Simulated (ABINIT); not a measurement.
The system is Au.

```
Au
1.0
     0.00000    2.03500    2.03500
     2.03500    0.00000    2.03500
     2.03500    2.03500    0.00000
Au
1
Direct
  0.00000 0.00000 0.00000
```

Base run:

```yaml
Program: ABINIT 10.8.3 (patched build)
Functional: revPBE
Potentials_or_basis: PseudoDojo NC SR PBE v0.4.1 standard
Cutoff: 1034 eV
k_mesh: 11 × 11 × 11
Occupations: fermi-dirac, width 0.05 eV
Spin: no spin polarisation
```

Its results: band gap on the k mesh none (metal or under the smearing width); pressure 13.1 GPa.

The run is repeated on the same cell with these changes: functional from revPBE to PBE. What comes out?

Band gap on the k mesh none (metal or under the smearing width); pressure 10.3 GPa.

PBE binds more tightly than revPBE, so the same cell stands under less pressure.

Caveats: the potentials were made for another functional, which shifts forces and pressure (some runs).

Not every run made on this cell is shown here.
